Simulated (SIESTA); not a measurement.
Input of a SIESTA 5.4.2 run:

KTaO3.fdf

```
SystemName                      KTaO3
SystemLabel                     KTaO3
NumberOfSpecies                 3
NumberOfAtoms                   5
%block ChemicalSpeciesLabel
  1  73 Ta
  2  19 K
  3   8 O
%endblock ChemicalSpeciesLabel

LatticeConstant                 1.0 Ang
%block LatticeVectors
     3.9883000000     0.0000000000     0.0000000000
     0.0000000000     3.9883000000     0.0000000000
     0.0000000000     0.0000000000     3.9883000000
%endblock LatticeVectors
AtomicCoordinatesFormat         Fractional
%block AtomicCoordinatesAndAtomicSpecies
    -0.0087940000     0.0063740000    -0.0131730000  1  Ta
     0.5086730000     0.4977750000     0.5225520000  2  K
    -0.0034950000     0.0010270000     0.4899110000  3  O
     0.0004730000     0.5042430000     0.0017690000  3  O
     0.4954080000     0.0073200000    -0.0041280000  3  O
%endblock AtomicCoordinatesAndAtomicSpecies

%block kgrid.MonkhorstPack
    7   0   0  0.0
    0   7   0  0.0
    0   0   7  0.0
%endblock kgrid.MonkhorstPack
XC.Functional                   GGA
XC.Authors                      PBE
PAO.BasisSize                   DZP
PAO.EnergyShift                 0.003 Ry
Mesh.Cutoff                     800 Ry
OccupationFunction              FD
ElectronicTemperature           0.05 eV
MaxSCFIterations                120
SCF.MustConverge                false
SCF.Mixer.Method                Pulay
SCF.Mixer.Weight                0.25
SCF.Mixer.History               8
SCF.DM.Tolerance                5.0e-05
SCF.H.Tolerance                 1.0e-03 eV
WriteForces                     true
Charge.Mulliken                 end
%block PAO.Basis
  Ta 5
  n=5 0 2
    3.138 0.000
  n=6 0 2
    7.733 0.000
  n=5 1 2
    3.782 0.000
  n=6 1 1
    7.733
  n=5 2 2
    7.181 0.000
  K 5
  n=3 0 2
    3.889 0.000
  n=4 0 2
    9.500 0.000
  n=3 1 2
    4.612 0.000
  n=4 1 1
    9.500
  n=3 2 1
    7.000
%endblock PAO.Basis
```

Potentials or basis: PseudoDojo 0.4 standard (PBE files), DZP (energy shift 0.003 Ry; two zetas on semicore shells; d shell added on K).

Run with:

```sh
$ siesta < KTaO3.fdf > KTaO3.out 2>&1
```

**Question.** What does it give for the band gap on the k mesh?

**Answer.** 2.02 eV, indirect (least direct gap 2.54 eV).

**Question.** What does it give for the largest force?

**Answer.** 0.636 eV/Å.

**Question.** Predict the pressure.

**Answer.** 8.2 GPa.

Stress tensor (GPa, compression positive):
```
 8.31 -0.06  0.24
-0.06  8.22 -0.20
 0.24 -0.20  8.05
```

Caveat: short orbitals over semicore shells can move pressures by several GPa; spin-orbit coupling is left out, which moves the levels of the heavy elements; an odd mesh through Γ misses points on the zone boundary, where band edges often lie; the basis of atomic orbitals isn't converged, which shifts pressures, moduli and gaps.
